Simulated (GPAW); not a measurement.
# ZnS2 (Pa-3) in GPAW: reference runs

Aim: a first look at ZnS2 with PBEsol, on the cell as given.

Everything below comes from runs of GPAW 26.7.0. Logs are shortened: lines on timing, memory, paths and dates and some standing lists are left out, and cuts for length are marked. The log counts tension as positive stress, the text compression.

### Step 1. The crystal as given

The structure is cubic, space group Pa-3 (No. 205). The conventional cell has a = 5.945 Å, b = 5.945 Å, c = 5.945 Å, α = 90.00°, β = 90.00°, γ = 90.00°. Around Zn (site symmetry -3) lie 6 S at 2.52 Å. Around S (site symmetry 3) lie 1 S at 2.06 Å.

The cell comes from a database or a generator and needn't be the stable form of this composition.

### Step 2. Single point, PBEsol

run.py

```python
from ase import Atoms
from ase.dft.bandgap import bandgap
from ase.io import write
from ase.units import GPa
from gpaw import GPAW, PW, setup_paths

setup_paths.insert(0, '.')

atoms = Atoms(['Zn', 'Zn', 'Zn', 'Zn', 'S', 'S', 'S', 'S', 'S', 'S', 'S', 'S'],
              cell=[[5.94543046, 0.0, 0.0],
                    [0.0, 5.94543046, 0.0],
                    [0.0, 0.0, 5.94543046]],
              scaled_positions=[[0.0, 0.0, 0.0],
                                [0.0, 0.5, 0.5],
                                [0.5, 0.0, 0.5],
                                [0.5, 0.5, 0.0],
                                [0.39975361, 0.39975361, 0.39975361],
                                [0.60024639, 0.89975361, 0.10024639],
                                [0.10024639, 0.60024639, 0.89975361],
                                [0.89975361, 0.10024639, 0.60024639],
                                [0.60024639, 0.60024639, 0.60024639],
                                [0.39975361, 0.10024639, 0.89975361],
                                [0.89975361, 0.39975361, 0.10024639],
                                [0.10024639, 0.89975361, 0.39975361]],
              pbc=True)

calc = GPAW(mode=PW(600),
            xc='PBEsol',
            kpts={'size': (5, 5, 5), 'gamma': True},
            occupations={'name': 'fermi-dirac', 'width': 0.05},
            nbands=76,
            convergence={'density': 1e-05, 'energy': 1e-05},
            maxiter=150,
            txt='gpaw.txt')
atoms.calc = calc
energy = atoms.get_potential_energy()
forces = atoms.get_forces()
stress = atoms.get_stress()
calc.write('gs.gpw')
write('result.traj', atoms)
print(f'Energy: {energy:.6f} eV')
print('Forces (eV/A):')
print(forces.round(4))
print('Stress (GPa):', (stress / GPa).round(3))
print('Fermi level:', round(calc.get_fermi_level(), 4), 'eV')
print(f'Gap: {bandgap(calc)[0]:.4f} eV, direct: {bandgap(calc, direct=True)[0]:.4f} eV')
```

Potentials or basis: PAW data sets generated in the run's folder for this functional, pw.

Launch:

```
$ gpaw-setup -f PBEsol S Zn
$ OMP_NUM_THREADS=1 python run.py
```

gpaw.txt:

```text
__  _  _
 | _ |_)|_||  |
 |__||  | ||/\| - 26.7.0

Input parameters:
  mode=PW(ecut=600.0),
  convergence={'density': 1e-05, 'energy': 1e-05},
  kpts=MonkhorstPack(size=(5, 5, 5), gamma=True),
  maxiter=150,
  nbands=76,
  occupations=Occupations(name='fermi-dirac', width=0.05),
  xc=XC(name='PBEsol')

Diagonalizing LCAO Hamiltonian
Converting LCAO to pw mode
     .--------------.
    /|              |
   / S              |
  /  |              |
 *   | S    S       |
 | Zn|S             |
 |   |         S    |
 |   .---Zn---S-----.
 |  /              /
 | /       Zn   S /
 |/              /
 Zn-------------*

Atoms  # Å, Bohr magnetons
|    | symbol |        x |        y |        z |    initial magnetic moments |
|----|--------|----------|----------|----------|-----------------------------|
|  0 |     Zn | 0.000000 | 0.000000 | 0.000000 | ( 0.0000,  0.0000,  0.0000) |
|  1 |     Zn | 0.000000 | 2.972715 | 2.972715 | ( 0.0000,  0.0000,  0.0000) |
|  2 |     Zn | 2.972715 | 0.000000 | 2.972715 | ( 0.0000,  0.0000,  0.0000) |
|  3 |     Zn | 2.972715 | 2.972715 | 0.000000 | ( 0.0000,  0.0000,  0.0000) |
|  4 |      S | 2.376707 | 2.376707 | 2.376707 | ( 0.0000,  0.0000,  0.0000) |
|  5 |      S | 3.568723 | 5.349423 | 0.596008 | ( 0.0000,  0.0000,  0.0000) |
|  6 |      S | 0.596008 | 3.568723 | 5.349423 | ( 0.0000,  0.0000,  0.0000) |
|  7 |      S | 5.349423 | 0.596008 | 3.568723 | ( 0.0000,  0.0000,  0.0000) |
|  8 |      S | 3.568723 | 3.568723 | 3.568723 | ( 0.0000,  0.0000,  0.0000) |
|  9 |      S | 2.376707 | 0.596008 | 5.349423 | ( 0.0000,  0.0000,  0.0000) |
| 10 |      S | 5.349423 | 2.376707 | 0.596008 | ( 0.0000,  0.0000,  0.0000) |
| 11 |      S | 0.596008 | 5.349423 | 2.376707 | ( 0.0000,  0.0000,  0.0000) |

Unit cell  # Å
| periodic |        x |        y |        z |  lengths |    angles |
|----------|----------|----------|----------|----------|-----------|
|      yes | 5.945430 | 0.000000 | 0.000000 | 5.945430 | 90.000000 |
|      yes | 0.000000 | 5.945430 | 0.000000 | 5.945430 | 90.000000 |
|      yes | 0.000000 | 0.000000 | 5.945430 | 5.945430 | 90.000000 |

Number of symmetries: 6
Symmetry operations  # r_c * U_cc + t_c -> r_c
|   | kind |            matrix            |
|---|------|------------------------------|
| 0 |  E   |  1, 0, 0,  0, 1, 0,  0, 0, 1 |
| 1 |  C3  |  0, 1, 0,  0, 0, 1,  1, 0, 0 |
| 2 |  C3  |  0, 0, 1,  1, 0, 0,  0, 1, 0 |
| 3 |  S6  |  0, 0,-1, -1, 0, 0,  0,-1, 0 |
| 4 |  S6  |  0,-1, 0,  0, 0,-1, -1, 0, 0 |
| 5 |  i   | -1, 0, 0,  0,-1, 0,  0, 0,-1 |

BZ-sampling:
  Number of BZ points: 125
  Number of IBZ points: 23

  Monkhorst-Pack size: [5, 5, 5]
  Monkhorst-Pack shift: [0, 0, 0]

K-points  # in reciprocal-cell coordinates
|     |                                coordinates |     weight |
|-----|--------------------------------------------|------------|
|   0 | (  0.00000000,   0.00000000,   0.00000000) | 0.00800000 |
|   1 | (  0.20000000,   0.00000000,  -0.20000000) | 0.04800000 |
|   2 | (  0.20000000,   0.00000000,   0.00000000) | 0.04800000 |
|   3 | (  0.20000000,   0.20000000,  -0.20000000) | 0.04800000 |
|   4 | (  0.20000000,   0.20000000,   0.00000000) | 0.04800000 |
|   5 | (  0.20000000,   0.20000000,   0.20000000) | 0.01600000 |
|   6 | (  0.40000000,  -0.20000000,  -0.40000000) | 0.04800000 |
|   7 | (  0.40000000,  -0.20000000,  -0.20000000) | 0.04800000 |
|   8 | (  0.40000000,  -0.20000000,   0.00000000) | 0.04800000 |
|   9 | (  0.40000000,  -0.20000000,   0.20000000) | 0.04800000 |
| ... |                                            |            |
|  22 | (  0.40000000,   0.40000000,   0.40000000) | 0.01600000 |

Plane wave coefficients: 7075
Cutoff: 600.0 eV

Spin-components: 1 (collinear spins)
Bands:           76
Projectors:      64
Spin-degeneracy: 2
Datatype:        complex128

Parallelization:
  kpt:    1
  domain: 1
  band:   1

Density:
  Valence electrons: 96.0
  Components: 1
  Grid points: [35 35 35]
  Charge: 0.0  # |e|

Potential:
  Grid points: [35 35 35]

species:
  Zn:
    name:    Zinc
    Z:       30.0
    valence: 12
    core:    18
    charge:  0.0  # [|e|]
    compensation charges:
      type: gauss
      rc: 0.37  # [Å]
      lmax: 2
    cutoffs:
      filter: 2.14  # [Å]
      core: 2.28  # [Å]
    projectors
    | kind |    occ | energy [eV] | rcut [Å] |
    |------|--------|-------------|----------|
    |   4s |  2.000 |      -5.996 |    1.286 |
    |   4p |  0.000 |      -1.076 |    1.270 |
    |   3d | 10.000 |     -10.170 |    1.180 |
    |    s |        |      21.215 |    1.286 |
    |    p |        |      26.135 |    1.270 |
    |    d |        |      17.041 |    1.180 |

    Using partial waves for Zn as LCAO basis

  S:
    name:    Sulfur
    Z:       16.0
    valence: 6
    core:    10
    charge:  0.0  # [|e|]
    compensation charges:
      type: gauss
      rc: 0.24  # [Å]
      lmax: 2
    cutoffs:
      filter: 1.77  # [Å]
      core: 1.66  # [Å]
    projectors
    | kind |    occ | energy [eV] | rcut [Å] |
    |------|--------|-------------|----------|
    |   3s |  2.000 |     -17.192 |    0.974 |
    |   3p |  4.000 |      -6.978 |    0.979 |
    |    s |        |      10.020 |    0.974 |
    |    p |        |      20.234 |    0.979 |
    |    d |        |       0.000 |    0.900 |

    Using partial waves for S as LCAO basis

Reference energy: -282012.577078  # eV

eigensolver:
  PPCG
  Converge bands: occupied
  niter=2

density mixing:
  MSR1-Mixer
  Pratt-step length: 0.05
  Maximum mixing coefficient: 0.75
  Old densities: 10
  SVD Regularization: 0.005
  Good broyden scale: 1.0
  Trust region scale: 1.0
  Backstep threshold: 4.0
  History deletion threshold: 6.0
  Fourier metric: weight=20.0, sigma=0.015

occupation numbers:
  Fermi-Dirac:
    width: 0.0500  # eV

poisson solver:
  ecut: 4800.0  # eV

xc functional:
  name: PBEsol with 2 nearest neighbor stencil

convergence criteria:
- Maximum integral of absolute [dens]ity change: 1e-05 electrons / valence electron
- Maximum [total energy] change in last 3 cyles: 1e-05 eV / valence electron
- Maximum integral of absolute [eigenst]ate change: 4e-08 eV^2 / valence electron
maximum number of iterations: 150

SCF iterations
|iter     | |      energy | eigst |  dens |
|---------|-|-------------|-------|-------|
|iter:   1| |  -46.964449 | +1.02 |       |
|iter:   2| |  -47.552405 | +0.13 | -1.19 |
|iter:   3| |  -47.502183 | -0.63 | -1.23 |
|iter:   4| |  -46.745028 | -1.20 | -1.44 |
|iter:   5| |  -46.692526 | -1.32 | -1.75 |
|iter:   6| |  -46.694065 | -2.53 | -2.50 |
|iter:   7| |  -46.694652 | -3.44 | -2.82 |
|iter:   8| |  -46.694636c| -4.37 | -3.64 |
|iter:   9| |  -46.694637c| -5.35 | -4.19 |
|iter:  10| |  -46.694637c| -6.23 | -4.47 |
|iter:  11| |  -46.694637c| -7.02 | -5.11c|
|iter:  12| |  -46.694637c| -8.06c| -5.47c|

Converged in 12 steps
Energy contributions relative to reference atoms: (reference = -282012.577078)

Energy contributions:
  Kinetic:          53.965766
  Coulomb:         -44.316019
  Zero:              0.617529
  External:          0.000000
  Xc:              -56.961913
  Entropy:          -0.000000
  Spinorbit:         0.000000
  ----------------------------
  Free energy:     -46.694637
  Extrapolated:    -46.694637

dipole moment: (-22.335434, -22.335434, -22.335434)  # |e|*Ang

Fermi level: 6.958
Eigenvalues  # (at kpt = [0.000, 0.000, 0.000])
| band index |      eig [eV] | occ [0-2] |
|------------|---------------|-----------|
|          0 |        -9.933 |     2.000 |
|        ... |               |           |
|         40 |         2.709 |     2.000 |
|         41 |         2.709 |     2.000 |
|         42 |         2.709 |     2.000 |
|         43 |         5.581 |     2.000 |
|         44 |         5.581 |     2.000 |
|         45 |         5.581 |     2.000 |
[... 8 lines left out ...]
|         54 |        11.020 |     0.000 |
|         55 |        11.020 |     0.000 |
|        ... |               |           |
|         75 |        16.634 |     0.000 |

Gap: 1.333 eV
Transition (v -> c):
  (s=0, k=0, n=47, [0.00, 0.00, 0.00]) -> (s=0, k=5, n=48, [0.20, 0.20, 0.20])
Direct/indirect transitions are different
Direct gap: 1.670 eV
Transition at: (s=0, k=0, n=47, [0.00, 0.00, 0.00])

Forces  # eV/Ang
|        x |        y |        z |
|----------|----------|----------|
| -0.00000 |  0.00000 |  0.00000 |  # Zn   0
| -0.00000 |  0.00000 |  0.00000 |  # Zn   1
| -0.00000 | -0.00000 |  0.00000 |  # Zn   2
|  0.00000 |  0.00000 |  0.00000 |  # Zn   3
| -0.16983 | -0.16983 | -0.16983 |  # S    4
|  0.16979 | -0.16978 |  0.16978 |  # S    5
|  0.16978 |  0.16979 | -0.16978 |  # S    6
| -0.16978 |  0.16978 |  0.16979 |  # S    7
|  0.16983 |  0.16983 |  0.16983 |  # S    8
| -0.16979 |  0.16978 | -0.16978 |  # S    9
| -0.16978 | -0.16979 |  0.16978 |  # S   10
|  0.16978 | -0.16978 | -0.16979 |  # S   11

Stress tensor  # eV/Ang^3
|        x |        y |        z |
|----------|----------|----------|
| 0.011690 | 0.000000 | 0.000000 |
| 0.000000 | 0.011690 | 0.000000 |
| 0.000000 | 0.000000 | 0.011690 |

# Writing to gs.gpw (mode='')
```

Run time: 4.9 min. Hardware: 1 thread of AMD EPYC 7R43 (Zen 3), shared host; peak memory 0.48 GiB.

Results:

```
Free energy            : -46.6946 eV
Pressure               : -1.9 GPa
Largest force          : 0.294 eV/Å
Band gap on the k mesh : 1.33 eV, indirect (least direct gap 1.67 eV)
```

Forces on the atoms (eV/Å):
```
Zn   0.000  0.000  0.000
Zn   0.000  0.000  0.000
Zn   0.000  0.000  0.000
Zn   0.000  0.000  0.000
S   -0.170 -0.170 -0.170
S    0.170 -0.170  0.170
S    0.170  0.170 -0.170
S   -0.170  0.170  0.170
S    0.170  0.170  0.170
S   -0.170  0.170 -0.170
S   -0.170 -0.170  0.170
S    0.170 -0.170 -0.170
```

Caveat: an odd mesh through Γ misses points on the zone boundary, where band edges often lie.
